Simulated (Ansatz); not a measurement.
# TaN (Fm-3m) under biaxial strain in the (001) plane

Aim: how do the optical modes of TaN (Fm-3m) shift and split under this strain?

Program: Ansatz 0.2.0. Level of theory: DFT LDA, scalar-relativistic, plane waves, PAW; PAW set soft_1. Results are calculated unless marked as measured.

## Step 1: Starting point

It takes space group Fm-3m (No. 225, cubic). The conventional cell has a = 4.358 Å, b = 4.358 Å, c = 4.358 Å, α = 90.00°, β = 90.00°, γ = 90.00°. Nearest to N lie 6 Ta at 2.18 Å. Nearest to Ta lie 6 N at 2.18 Å. Farther neighbours and most contacts between anions are not listed.

## Step 2: Relaxation

The cell and atoms are relaxed, since residual forces and stress would shift the frequencies.

input.yaml reads:

```yaml
crystal:
  lattice:
    - [0.0, 2.179, 2.179]
    - [2.179, 0.0, 2.179]
    - [2.179, 2.179, 0.0]
  atoms:
    - { symbol: "N", position: [0.0, 0.0, 0.0] }
    - { symbol: Ta, position: [0.5, 0.5, 0.5] }
kpoints:
  mp_grid: { grid: [16, 16, 16] }
hamiltonian:
  xc: lda
  pseudopotentials: { kind: paw, azcp: { folder: soft_1 }, xc_functional: pbe }
scf:
  occupations: { method: gaussian, width: 0.1 }
output:
  forces: true
  stress: true
  eigenvalues: true
  write_density: true
  write_potential: true
  elf: true
  volumetric_format: npy
relax:
  adjacent_minimum: "off"
  f_tol: 0.005
  max_steps: 80
  cell: { stress_tol: 0.05 }
```

Run with:

```console
> ansatz run input.yaml --threads 4 --pin off --max-ram 10240MiB --backend cpu --events-out ev --progress --plain --runs-dir out
```

Numbers of over 12 decimals in the logs are rounded to 6 here.

Output:

```text
Engine: ansatz 0.2.0, aarch64-unknown-linux-gnu
Pseudopotentials: kind: paw
Pseudopotential: N, paw, valence charge 5, recommended cutoff 420 eV (normal), soft_1/N.paw.azcp
Pseudopotential: Ta, paw, valence charge 13, recommended cutoff 420 eV (normal), soft_1/Ta.paw.azcp
Functional definition: SPW92
  exchange = slater_x
  correlation = pw_c
Crystal: 2 atoms, lattice volume = 20.692 Å³
Basis set: ecut = 420 eV, 411 PW (Γ)
Bands: 13, of which v1, the nominal top of the filled ones, is band 9 counted from 1 (8 counted from 0)
Symmetry: 48 space group operations
Space group: Fm-3m (ITA 225), of the structure as read, at distance tolerance 2.7e-5 Å
k-points: 145 of 4096
Non-local potential: N, projectors of the file, l = 0: 2, l = 1: 2, l = 2: 1
Non-local potential: Ta, projectors of the file, l = 0: 3, l = 1: 2, l = 2: 2, l = 3: 1
PAW form: soft (Blöchl's): semilocal exchange-correlation on the pseudo side does not see the compensation charge
PAW frozen core: N, regenerated for the run's functional, and the local potential with it (the file was generated under x = pbe(κ = 0.804, μ = 0.219515), c = pbe(β = 0.066725))
PAW frozen core: Ta, regenerated for the run's functional, and the local potential with it (the file was generated under x = pbe(κ = 0.804, μ = 0.219515), c = pbe(β = 0.066725))
PAW one-centre angular grid: N, 110 points (default); XC on 64 Gauss nodes
PAW one-centre angular grid: Ta, 590 points (default); XC on 64 Gauss nodes
Initial density: superposition of atomic densities (chi_scale 0.1, normalization cell, long waves kept (reshape's long-wave potential 0.00 eV rms))
Initial wavefunctions: pseudopotential atomic-orbital guess
Functional: x = slater, c = lda
SCF iter   1: F=—  HF=-10059.589000 eV  |F-HF|=—  |Δ(HF+E_count)|=         —  Δρ=5.04e-2  dr2=5.40e-1  ethr=3.10e-3  ⟨swp⟩=5.1  Hψ=19754  notcnv=0
automatic band count: the SCF goes on with 17 bands, as 13 were too few: the levels above may hold too much charge
preconditioner: auto → none  [metal: Δε(μ)=0.017 eV  Ē_g=16.107 eV  σ=0.100 eV  W_gap=0.10  n_scr=8 (ndim 8)  ℏωp=25.8 eV  f_vac=0.000  D(μ)=1.01/eV (n_scr^D=14)  sad-step TF]
SCF iter   2: F=—  HF=-10059.542095 eV  |F-HF|=—  |Δ(HF+E_count)|=   4.69e-2  Δρ=3.55e-2  dr2=3.00e-1  ethr=3.00e-3  ⟨swp⟩=1.0  Hψ=3625  notcnv=0  defer=3
SCF iter   3: F=—  HF=-10059.468941 eV  |F-HF|=—  |Δ(HF+E_count)|=   7.32e-2  Δρ=2.88e-3  dr2=4.11e-4  ethr=1.67e-3  ⟨swp⟩=2.4  Hψ=3319  notcnv=0  defer=27
SCF iter   4: F=—  HF=-10059.469091 eV  |F-HF|=—  |Δ(HF+E_count)|=   1.50e-4  Δρ=6.18e-4  dr2=9.98e-5  ethr=2.28e-6  ⟨swp⟩=2.7  Hψ=4614  notcnv=0  defer=273
SCF iter   5: F=—  HF=-10059.469066 eV  |F-HF|=—  |Δ(HF+E_count)|=   2.48e-5  Δρ=6.06e-5  dr2=6.52e-7  ethr=5.54e-7  ⟨swp⟩=2.4  Hψ=2975  notcnv=0  defer=287
SCF iter   6: F=-10059.469066 eV  HF=-10059.469066 eV  |F-HF|=3.23e-9  |Δ(HF+E_count)|=   1.26e-7  Δρ=6.29e-6  dr2=5.10e-9  ethr=5.56e-10  ⟨swp⟩=12.0  Hψ=15451  notcnv=0
SCF 1 converged in 6 iterations: F = -10059.469066 eV  dr2 = 5.10e-9
  greatest PAW one-centre occupation: 0.999 electrons in one spin orbital (limit 2), on the Ta atom at site 1 (counted from 0), in its partial waves of l = 0
relax step   1: F+E_penalty+E_count = -10059.46906566 eV  Δ(F+E_penalty+E_count) = +0.000e0 eV  max|allowed force component| = 1.926e-29 eV/Å  Δτ_max = 0.0000 Å  P = -2.641 GPa  Ω = 20.692 Å³  (6 SCF iters, dr2 threshold 1.00e-7 eV, accepted)
Crystal: 2 atoms, lattice volume = 20.489 Å³
Bands: 17, of which v1, the nominal top of the filled ones, is band 9 counted from 1 (8 counted from 0)
Initial density: handed on by an earlier stage of this run
Initial wavefunctions: those handed on with the density
iter 1 solved again at ethr=3.88e-6 eV; its pass at ethr=3.10e-3 eV (dr2=6.98e-4 eV) is discarded
SCF iter   1: F=—  HF=-10059.470751 eV  |F-HF|=—  |Δ(HF+E_count)|=         —  Δρ=1.82e-3  dr2=6.74e-4  ethr=3.88e-6  ⟨swp⟩=1.6  Hψ=12097  notcnv=0
preconditioner: auto → none  [metal: Δε(μ)=0.021 eV  Ē_g=15.966 eV  σ=0.100 eV  W_gap=0.12  n_scr=8 (ndim 8)  ℏωp=25.9 eV  f_vac=0.000  D(μ)=1.10/eV (n_scr^D=14)]
SCF iter   2: F=—  HF=-10059.470602 eV  |F-HF|=—  |Δ(HF+E_count)|=   1.50e-4  Δρ=6.90e-4  dr2=1.13e-4  ethr=3.74e-6  ⟨swp⟩=1.0  Hψ=2465  notcnv=0
SCF iter   3: F=—  HF=-10059.470572 eV  |F-HF|=—  |Δ(HF+E_count)|=   3.02e-5  Δρ=8.41e-5  dr2=1.21e-6  ethr=6.28e-7  ⟨swp⟩=1.1  Hψ=2523  notcnv=0
iter 4 did not close the SCF: its close was put off for the readings that it lacked (scf_convergence_deferred on its scf_iter line)
SCF iter   4: F=-10059.470571 eV  HF=-10059.470571 eV  |F-HF|=1.06e-8  |Δ(HF+E_count)|=   3.52e-7  Δρ=1.02e-5  dr2=1.70e-8  ethr=6.74e-9  ⟨swp⟩=1.1  Hψ=2494  notcnv=0
iter 5 did not close the SCF: its close was put off for the readings that it lacked (scf_convergence_deferred on its scf_iter line)
SCF iter   5: F=-10059.470571 eV  HF=-10059.470571 eV  |F-HF|=1.13e-10  |Δ(HF+E_count)|=   1.39e-9  Δρ=1.27e-6  dr2=2.13e-10  ethr=9.46e-11  ⟨swp⟩=2.3  Hψ=3109  notcnv=0
SCF iter   6: F=-10059.470571 eV  HF=-10059.470571 eV  |F-HF|=0.00e0  |Δ(HF+E_count)|=  1.09e-11  Δρ=1.58e-7  dr2=3.67e-12  ethr=1.19e-12  ⟨swp⟩=4.0  Hψ=9757  notcnv=0
SCF 2 converged in 6 iterations: F = -10059.470571 eV  dr2 = 3.67e-12
relax step   2: F+E_penalty+E_count = -10059.47057124 eV  Δ(F+E_penalty+E_count) = -1.506e-3 eV  max|allowed force component| = 9.581e-30 eV/Å  Δτ_max = 0.0000 Å  P = +1.075 GPa  Ω = 20.489 Å³  energy of the carried Pulay correction = +4.916e-4 eV  (6 SCF iters, dr2 threshold 2.00e-7 eV, accepted)
Crystal: 2 atoms, lattice volume = 20.547 Å³
iter 1 solved again at ethr=3.33e-7 eV; its pass at ethr=3.10e-3 eV (dr2=5.99e-5 eV) is discarded
SCF iter   1: F=—  HF=-10059.470638 eV  |F-HF|=—  |Δ(HF+E_count)|=         —  Δρ=5.31e-4  dr2=5.76e-5  ethr=3.33e-7  ⟨swp⟩=1.0  Hψ=11387  notcnv=0
preconditioner: auto → none  [metal: Δε(μ)=0.020 eV  Ē_g=15.919 eV  σ=0.100 eV  W_gap=0.11  n_scr=8 (ndim 8)  ℏωp=25.9 eV  f_vac=0.000  D(μ)=1.10/eV (n_scr^D=14)]
SCF iter   2: F=—  HF=-10059.470625 eV  |F-HF|=—  |Δ(HF+E_count)|=   1.29e-5  Δρ=2.02e-4  dr2=9.70e-6  ethr=3.20e-7  ⟨swp⟩=1.0  Hψ=2465  notcnv=0
iter 3 did not close the SCF: its close was put off for the readings that it lacked (scf_convergence_deferred on its scf_iter line)
SCF iter   3: F=-10059.470623 eV  HF=-10059.470623 eV  |F-HF|=6.97e-8  |Δ(HF+E_count)|=   2.53e-6  Δρ=2.45e-5  dr2=1.04e-7  ethr=5.39e-8  ⟨swp⟩=1.1  Hψ=2523  notcnv=0
iter 4 did not close the SCF: its close was put off for the readings that it lacked (scf_convergence_deferred on its scf_iter line)
SCF iter   4: F=-10059.470623 eV  HF=-10059.470623 eV  |F-HF|=9.08e-10  |Δ(HF+E_count)|=   3.01e-8  Δρ=2.98e-6  dr2=1.45e-9  ethr=5.77e-10  ⟨swp⟩=1.1  Hψ=2495  notcnv=0
iter 5 did not close the SCF: its close was put off for the readings that it lacked (scf_convergence_deferred on its scf_iter line)
SCF iter   5: F=-10059.470623 eV  HF=-10059.470623 eV  |F-HF|=9.09e-12  |Δ(HF+E_count)|=  5.82e-11  Δρ=3.65e-7  dr2=1.74e-11  ethr=8.08e-12  ⟨swp⟩=2.3  Hψ=3080  notcnv=0
SCF iter   6: F=-10059.470623 eV  HF=-10059.470623 eV  |F-HF|=1.82e-12  |Δ(HF+E_count)|=    0.00e0  Δρ=4.58e-8  dr2=3.10e-13  ethr=1.00e-12  ⟨swp⟩=4.0  Hψ=8731  notcnv=0
SCF 3 converged in 6 iterations: F = -10059.470623 eV  dr2 = 3.10e-13
relax step   3: F+E_penalty+E_count = -10059.47062265 eV  Δ(F+E_penalty+E_count) = -5.141e-5 eV  max|allowed force component| = 1.147e-29 eV/Å  Δτ_max = 0.0000 Å  P = -0.013 GPa  Ω = 20.547 Å³  energy of the carried Pulay correction = +3.498e-4 eV  (6 SCF iters, dr2 threshold 2.00e-7 eV, accepted)
Initial wavefunctions: pseudopotential atomic-orbital guess (no wavefunctions were taken with the density)
iter 1 solved again at ethr=1.59e-8 eV; its pass at ethr=3.10e-3 eV (dr2=2.87e-6 eV) is discarded
SCF iter   1: F=—  HF=-10059.470284 eV  |F-HF|=—  |Δ(HF+E_count)|=         —  Δρ=3.76e-5  dr2=4.44e-8  ethr=1.59e-8  ⟨swp⟩=3.0  Hψ=17457  notcnv=0
preconditioner: auto → none  [metal: Δε(μ)=0.021 eV  Ē_g=15.921 eV  σ=0.100 eV  W_gap=0.11  n_scr=8 (ndim 8)  ℏωp=25.9 eV  f_vac=0.000  D(μ)=1.10/eV (n_scr^D=14)]
SCF iter   2: F=—  HF=-10059.470284 eV  |F-HF|=—  |Δ(HF+E_count)|=   1.46e-7  Δρ=1.77e-5  dr2=7.56e-9  ethr=2.47e-10  ⟨swp⟩=2.1  Hψ=3228  notcnv=0
SCF iter   3: F=—  HF=-10059.470284 eV  |F-HF|=—  |Δ(HF+E_count)|=   3.40e-9  Δρ=1.72e-6  dr2=1.02e-10  ethr=4.20e-11  ⟨swp⟩=2.5  Hψ=3111  notcnv=0
iter 4 did not close the SCF: its close was put off for the readings that it lacked (scf_convergence_deferred on its scf_iter line)
SCF iter   4: F=-10059.470284 eV  HF=-10059.470284 eV  |F-HF|=5.46e-12  |Δ(HF+E_count)|=  5.46e-11  Δρ=8.62e-8  dr2=6.99e-13  ethr=1.00e-12  ⟨swp⟩=1.1  Hψ=2563  notcnv=0
iter 5 did not close the SCF: its close was put off for the readings that it lacked (scf_convergence_deferred on its scf_iter line)
SCF iter   5: F=-10059.470284 eV  HF=-10059.470284 eV  |F-HF|=1.82e-12  |Δ(HF+E_count)|=  1.82e-12  Δρ=1.68e-8  dr2=1.28e-14  ethr=1.00e-12  ⟨swp⟩=1.0  Hψ=2465  notcnv=0
iter 6 did not close the SCF: its close was put off for the readings that it lacked (scf_convergence_deferred on its scf_iter line)
SCF iter   6: F=-10059.470284 eV  HF=-10059.470284 eV  |F-HF|=1.82e-12  |Δ(HF+E_count)|=  1.82e-12  Δρ=1.97e-9  dr2=7.06e-16  ethr=1.00e-12  ⟨swp⟩=1.0  Hψ=2465  notcnv=0
iter 7 did not close the SCF: its close was put off for the readings that it lacked (scf_convergence_deferred on its scf_iter line)
SCF iter   7: F=-10059.470284 eV  HF=-10059.470284 eV  |F-HF|=3.64e-12  |Δ(HF+E_count)|=  1.82e-12  Δρ=2.32e-10  dr2=6.44e-18  ethr=1.00e-12  ⟨swp⟩=1.0  Hψ=2465  notcnv=0
SCF iter   8: F=-10059.470284 eV  HF=-10059.470284 eV  |F-HF|=1.82e-12  |Δ(HF+E_count)|=    0.00e0  Δρ=4.77e-11  dr2=3.81e-19  ethr=1.00e-12  ⟨swp⟩=1.2  Hψ=5599  notcnv=0
SCF 4 converged in 8 iterations: F = -10059.470284 eV  dr2 = 3.81e-19
relax step   4: F+E_penalty+E_count = -10059.47028415 eV  Δ(F+E_penalty+E_count) = +3.385e-4 eV  max|allowed force component| = 9.138e-30 eV/Å  Δτ_max = 0.0000 Å  P = -0.039 GPa  Ω = 20.547 Å³  stress off target by 3.86e-2 GPa  SCF on the basis re-selected at this cell (its energy is not comparable with the rows above)  (8 SCF iters)
basis re-selected at this cell: Δ(F+E_penalty+E_count) = +3.385e-4 eV, ΔP = -0.026 GPa vs the last step (what re-selecting the basis moved, of the pressure what is left beyond the Pulay correction that the steps carried, after the strain that the cell walked since its last selection, with what the two solves' SCF thresholds leave and, on support functions, any second-order correction that the steps lacked; it is no m [...]
SCF converged after 8 iterations
Free energy (F): -10059.470284 eV
Harris-Foulkes:  -10059.470284 eV  (|F-HF|=1.82e-12)
Internal energy: -10059.464776 eV  (E = F + TS)
E sigma→0 (E₀):  -10059.467530 eV
Entropy (-TS):   -0.005508 eV (-2.754 meV/atom)
Fermi energy:    21.998710 eV
--- Per-component energies (eV) ---
  E_band       = -38.710180
  E_kinetic    = 527.547031
  E_local      = -551.894184  (includes V_loc(G=0)·N_el)
  E_nonlocal   = 30.479611
  E_hartree    = 197.967071
  E_xc         = -379.506949
  E_vxc        = -311.814510  (∫ρ·V_xc dr)
  E_paw        = -8176.883104  (= ΣΔE_a)
  E_vpaw       = -128.963125  (= ΣTr[D̂ρ^β])
  E_aug_tail   = 0.000854  (compensation charges beyond the density's cutoff)
  E_ewald      = -1707.514147
  E_core_change = 0.339041  (= ΣΔE_core)
  E_smearing   = -0.005508  (= −TS)
  E_closure    = 0.000000  (closes the sum)
  Σ components = -10059.470284   (vs F -10059.470284, Δ=0.00e0)
--- Forces (eV/Å), atoms counted from 1 ---
  atom   1  N     -0.00000000     0.00000000     0.00000000
  atom   2  Ta     0.00000000    -0.00000000     0.00000000
  max |Σ_I F_I| component: 1.85e-29 eV/Å
--- Stress (GPa, compression-positive) ---
       -0.038565      -0.000000      -0.000000
       -0.000000      -0.038565      -0.000000
       -0.000000      -0.000000      -0.038565
  P = ⅓ Tr σ = -0.0386 GPa (-0.386 kbar)
--- Band table (eV; the first three rows and the last of 145) ---
  k-point 0: bands = [... 5 lower, 18.1196, 18.1196, 18.1196, 19.7958, 19.7958, 19.7958, 22.0374, 22.0374, ... 4 higher]
  k-point 1: bands = [... 5 lower, 17.6002, 17.7577, 17.7577, 19.9613, 19.9613, 20.0411, 22.4522, 22.4522, ... 4 higher]
  k-point 2: bands = [... 5 lower, 16.5514, 17.0166, 17.0166, 20.3438, 20.3438, 20.4068, 23.4542, 23.4542, ... 4 higher]
  k-point 144: bands = [... 5 lower, 14.3553, 15.1562, 15.1562, 21.8119, 21.8119, 25.7725, 26.4135, 26.7438, ... 4 higher]
--- Relaxed structure (3 steps of the walk, 3 accepted, 1 SCFs on fresh bases) ---
  F+E_penalty+E_count = -10059.47028415 eV   max|allowed force component| = 9.138e-30 eV/Å   (the final SCF, on the basis selected at the relaxed cell)
  cell:  # Å, volume = 20.5471 Å³
    - [0, 2.173904, 2.173904]
    - [2.173904, 0, 2.173904]
    - [2.173904, 2.173904, 0]
  atoms:
    - { symbol: N, position: [0, 0, 0] }
    - { symbol: Ta, position: [0.5, 0.5, 0.5] }
```

Elapsed: 3.9 s, on 4 threads of Arm Neoverse V1, shared host; peak memory 0.35 GiB.

Relaxation path:

```csv
step,energy less that of the first step (eV),largest force component (eV/Å),pressure (GPa),volume (Å³)
1,0.0000,0.0000,-2.64,20.69
2,-0.0015,0.0000,1.08,20.49
3,-0.0016,0.0000,-0.01,20.55
4*,-0.0012,0.0000,-0.04,20.55
```

Relaxation steps marked * repeat the geometry before them on a plane-wave basis chosen anew for their cell, so energy and pressure can jump there.

The run keeps the 48 symmetry operations that it works with, so distortions that break them were not tested.

```csv
"conventional cell, symmetrised",before,after,change
a (Å),4.358,4.348,-0.2 %
b (Å),4.358,4.348,-0.2 %
c (Å),4.358,4.348,-0.2 %
volume (Å³/atom),10.35,10.27,-0.7 %
```

Final coordinates:

```cif
data_structure
_symmetry_space_group_name_H-M 'P 1'
_symmetry_Int_Tables_number 1
_cell_length_a 3.0744
_cell_length_b 3.0744
_cell_length_c 3.0744
_cell_angle_alpha 60.000
_cell_angle_beta 60.000
_cell_angle_gamma 60.000
_cell_volume 20.55
loop_
_atom_site_label
_atom_site_type_symbol
_atom_site_fract_x
_atom_site_fract_y
_atom_site_fract_z
_atom_site_occupancy
N1 N 0.00000 0.00000 0.00000 1
Ta2 Ta 0.50000 0.50000 0.50000 1
```

This step gave:

- pressure: -0.03856 GPa
- volume per atom: 10.27 Å³
- gap on the k-mesh: 0 eV

Valence density in the ac plane of the conventional cell at fractional y = 0.000, with atoms of N and Ta within 0.2 Å of it. It is the smooth field of the valence electrons, not physical close to the nuclei.

Ten even steps from '_' (0.3 e/Å³) to '@' (4.6 e/Å³), each cell a mean:
```
##++..__..##@@@@@@==__..--**
--::______--####++::____..--
..__________..::..________..
..__________________________
++--..______..::..______::==
@@%%--____::++**--..__..++@@
##@@++....--####**::__::##@@
@@@@==__..--**##++..__..##@@
##++::____..----::______--##
::..________....__________..
______________..____________
::..______::==++--..______..
**--..__..++@@@@%%--____::++
##**::__::##@@##@@++....--##
```
Columns run along a (4.3 Å), rows up along c (4.3 Å), edges of the conventional cell, whose origin can differ from the input's. Atoms in or near the plane, at fractional coordinates: N at (0.00, 0.00), N at (0.50, 0.50), Ta at (0.50, 0.00), Ta at (0.00, 0.50).

Electrostatic potential energy in the ac plane of the conventional cell at fractional y = 0.000, with atoms of N and Ta within 0.2 Å of it. With pseudopotentials it is smooth inside the atoms' cores, unlike the true potential.

Values in eV, 14 rows by 14 columns, each cell a mean:
```
-33 -17   8  13  -2 -26 -41 -44 -36 -15   7  14  -3 -27
 -8   4  17  16   7 -11 -26 -29 -20  -2  12  18  12  -3
 13  16  19  18  15   7  -2  -4   2  11  17  19  18  14
  5   9  15  18  18  16  13  12  15  17  19  17  12   7
-18 -10   4  15  19  17   8   5  12  18  17  11  -2 -15
-39 -30 -10   9  16   4 -17 -23  -8  12  15   2 -20 -36
-44 -39 -18   5  13  -8 -33 -39 -23   5  12  -4 -29 -44
-44 -36 -15   7  14  -3 -27 -33 -17   8  13  -2 -26 -41
-29 -20  -2  12  18  12  -3  -8   4  17  16   7 -11 -26
 -4   2  11  17  19  18  14  13  16  19  18  15   7  -2
 12  15  17  19  17  12   7   5   9  15  18  18  16  13
  5  12  18  17  11  -2 -15 -18 -10   4  15  19  17   8
-23  -8  12  15   2 -20 -36 -39 -30 -10   9  16   4 -17
-39 -23   5  12  -4 -29 -44 -44 -39 -18   5  13  -8 -33
```
Columns run along a (4.3 Å; values clipped at the 3rd and 97th percentile), rows up along c (4.3 Å), edges of the conventional cell, whose origin can differ from the input's. Atoms in or near the plane, at fractional coordinates: N at (0.00, 0.00), N at (0.50, 0.50), Ta at (0.50, 0.00), Ta at (0.00, 0.50).

ELF in the ac plane of the conventional cell at fractional y = 0.000, with atoms of N and Ta within 0.2 Å of it. It is the smooth field of the valence electrons, not physical close to the nuclei.

Ten even steps from '0' (0.17) to '9' (0.76), each cell a mean:
```
38923853861595
99721688840499
65310133200245
11001222211001
76203799861046
69615987982288
06716930792383
38615953892385
88404999972168
32002456531013
22110011100122
98610467620379
79822886961598
07923830671693
```
Columns run along a (4.3 Å), rows up along c (4.3 Å), edges of the conventional cell, whose origin can differ from the input's. Atoms in or near the plane, at fractional coordinates: N at (0.00, 0.00), N at (0.50, 0.50), Ta at (0.50, 0.00), Ta at (0.00, 0.50).

In this step the volume went from 10.35 to 10.27 Å³/atom.

## Step 3: Tight relaxation

Phonons need small forces and stress, so the relaxation is finished with tight tolerances on 16×16×16 k points.

input.yaml, the sections that differ from step 2:

```yaml
crystal:
  lattice:
    - [0.0, 2.1739036719, 2.1739036719]
    - [2.1739036719, 0.0, 2.1739036719]
    - [2.1739036719, 2.1739036719, 0.0]
  atoms:
    - { symbol: "N", position: [0.0, 0.0, 0.0] }
    - { symbol: Ta, position: [0.5, 0.5, 0.5] }
scf:
  occupations: { method: methfessel_paxton, width: 0.2 }
output:
  forces: true
  stress: true
  eigenvalues: true
relax:
  adjacent_minimum: "off"
  f_tol: 0.001
  max_steps: 60
  cell: { stress_tol: 0.01 }
# kpoints, hamiltonian: as in step 2
```

Output:

```text
[...]
Crystal: 2 atoms, lattice volume = 20.547 Å³
Basis set: ecut = 420 eV, 411 PW (Γ)
Bands: 13, of which v1, the nominal top of the filled ones, is band 9 counted from 1 (8 counted from 0)
Symmetry: 48 space group operations
[...]
k-points: 145 of 4096
[...]
k-point 144: bands = [... 5 lower, 14.3578, 15.1589, 15.1589, 21.8150, 21.8150, 25.7762, 26.4177, 26.7478, ... 4 higher]
--- Relaxed structure (3 steps of the walk, 3 accepted, 1 SCFs on fresh bases) ---
[...]
cell:  # Å, volume = 20.5444 Å³
    - [0, 2.173808, 2.173808]
    - [2.173808, 0, 2.173808]
    - [2.173808, 2.173808, 0]
  atoms:
    - { symbol: N, position: [0, 0, 0] }
    - { symbol: Ta, position: [0.500000, 0.500000, 0.500000] }
[key lines of the parts left out:]
SCF converged after 3 iterations
Free energy (F): -10059.468552 eV
Fermi energy:    22.001754 eV
P = ⅓ Tr σ = -0.0005 GPa (-0.005 kbar)
```

The job ended after 3.4 s (4 threads; peak memory 0.34 GiB; 12 s of CPU time).

Little changed from the start: no atom moved by 0.005 Å and no cell edge by 0.1 %.

Numbers from this step:

| Quantity | Value |
| --- | --- |
| pressure | -4.76e-4 GPa |

The forces vanish by symmetry and the pressure is 0.000 GPa, within the tolerances set. The cell now holds 10.27 Å³/atom.

(Part 1 of 2 ends here.)

[Logs are printed without paths, hosts, clocks, repeated set-up lines and the standing remarks that a program may print on its own settings, such as how far it seeks lower states.]

[Hosts, paths, dates, database ids (printed as entryN), source tags and the programs' standing remarks are cut or masked in the printed files.]
